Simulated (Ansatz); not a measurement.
# WC: the cost of one run

Program: Ansatz 0.2.0. Level of theory: DFT PBEsol, scalar-relativistic, plane waves, PAW. These are calculated values, not measurements.

4 further runs of the same task are left out: 2 that didn't finish, 2 set aside as unsound or not needed.

### Step 1. The structure to begin with

The structure is hexagonal, space group P-6m2 (No. 187). The conventional cell has a = 2.898 Å, b = 2.898 Å, c = 2.828 Å, α = 90.00°, β = 90.00°, γ = 120.00°. W (site symmetry -6m2) has 6 C at 2.19 Å in its first shell of neighbours. Around C (site symmetry -6m2) lie 6 W at 2.19 Å.

As a file:

```xyz
2
Lattice="2.8984 0.0000 0.0000 -1.4492 2.5101 0.0000 0.0000 0.0000 2.8276" Properties=species:S:1:pos:R:3 pbc="T T T"
W     0.0000    0.0000    0.0000
C     1.4492    0.8367    1.4138
```

It is the result of an earlier relaxation at this level (volume 10.29 Å³/atom; gap on the mesh: none (metal)).

### Step 2. The wider surface cell

Miller indices refer to the conventional cell of the relaxed bulk, P-6m2 (No. 187): a = 2.898 Å, b = 2.898 Å, c = 2.828 Å, α = 90.00°, β = 90.00°, γ = 120.00°.

A (001) slab, 7.1 Å thick as cut, with 15 Å of vacuum, in a 2×1 surface cell; its outer planes are W (top) and C (bottom).

The slab as cut. Layers, bottom to top:

| plane | atoms per cell | height over the lowest (Å) |
| --- | --- | --- |
| 1 | C2 | 0.00 |
| 2 | W2 | 1.41 |
| 3 | C2 | 2.83 |
| 4 | W2 | 4.24 |
| 5 | C2 | 5.66 |
| 6 | W2 | 7.07 |

### Step 3. Relaxing from the bulk's places

Input file input.yaml:

```yaml
crystal:
  lattice:
    - [5.7968273287, 0.0, 0.0]
    - [-1.4492068322, 2.510099864, 0.0]
    - [0.0, 0.0, 22.0690297764]
  atoms:
    - { symbol: C, position: [0.3333333333, 0.3333333333, 0.3398427605] }
    - { symbol: C, position: [0.8333333333, 0.3333333333, 0.3398427605] }
    - { symbol: W, position: [0.0, 0.0, 0.4039056563] }
    - { symbol: W, position: [0.5, 0.0, 0.4039056563] }
    - { symbol: C, position: [0.3333333333, 0.3333333333, 0.4679685521] }
    - { symbol: C, position: [0.8333333333, 0.3333333333, 0.4679685521] }
    - { symbol: W, position: [0.0, 0.0, 0.5320314479] }
    - { symbol: W, position: [0.5, 0.0, 0.5320314479] }
    - { symbol: C, position: [0.3333333333, 0.3333333333, 0.5960943437] }
    - { symbol: C, position: [0.8333333333, 0.3333333333, 0.5960943437] }
    - { symbol: W, position: [0.0, 0.0, 0.6601572395] }
    - { symbol: W, position: [0.5, 0.0, 0.6601572395] }
basis:
  ecutwfc: 420
kpoints:
  mp_grid: { grid: [6, 12, 1] }
hamiltonian:
  xc: pbesol
scf:
  occupations: { method: gaussian, width: 0.1 }
output:
  forces: true
  eigenvalues: true
  write_density: true
  write_potential: true
  elf: true
  volumetric_format: npy
relax:
  adjacent_minimum: "off"
  f_tol: 0.02
  max_steps: 90
  constraints: [{ sites: [0, 1, 2, 3] }]
efield:
  axis: 3
  dipole_correction: true
  ramp_width: 0.04
```

On the command line:

```bash
$ ansatz run input.yaml --threads 4 --pin off --max-ram 10240MiB --backend cpu --events-out ev --progress --plain --runs-dir out
```

Q: Estimate wall time and peak memory on 4 threads of Arm Neoverse V1, shared host.

About 88 s, with a peak of 1 GiB.
